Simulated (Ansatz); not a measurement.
## Al2Cu: how the smearing width on a coarse mesh moves the results

The calculation used DFT r2SCAN, scalar-relativistic, plane waves, PAW (Ansatz 0.2.0).

```
Al Cu
1.0
     4.10518    0.00000    0.00000
     0.00000    4.10518    0.00000
     0.00000    0.00000    2.89131
Al Cu
2 1
Direct
  0.50000 0.00000 0.50000
  0.00000 0.50000 0.50000
  0.00000 0.00000 0.00000
```

| Quantity | Value |
| --- | --- |
| plane-wave cutoff | 500 eV |
| Γ-centred k-mesh | 5×5×7 |
| spin treatment | unpolarised |

The atoms are held and the smearing width on a coarse mesh is swept. Energies are extrapolated to zero smearing and count from the reference run, 10×10×14 Γ-centred mesh, Gaussian smearing 0.1 eV. The cell isn't necessarily relaxed at this level. Pressure is positive in compression.

| rule, width (eV) | ΔE (meV/atom) | ΔF, free energy (meV/atom) | P (GPa) |
| --- | --- | --- | --- |
| Gaussian 0.01 | ? | ? | ? |
| Gaussian 0.05 | 22.5 | 23.0 | -2.15 |
| Gaussian 0.1 | 22.5 | 22.4 | -2.14 |
| Gaussian 0.2 | 22.8 | 19.5 | -2.11 |
| Gaussian 0.4 | 22.0 | 8.00 | -2.02 |

**Question.** Fill in the withheld rows.

**Answer.** The withheld rows:

```json
{"rule, width (eV)": "Gaussian 0.01", "ΔE (meV/atom)": "22.6", "ΔF, free energy (meV/atom)": "23.3", "P (GPa)": "-2.16"}
```

Cost: 5 runs of about 0.59 core-minutes in all, on Intel Xeon Processor @ 2.50GHz (Skylake/Cascade Lake) (shared hosts).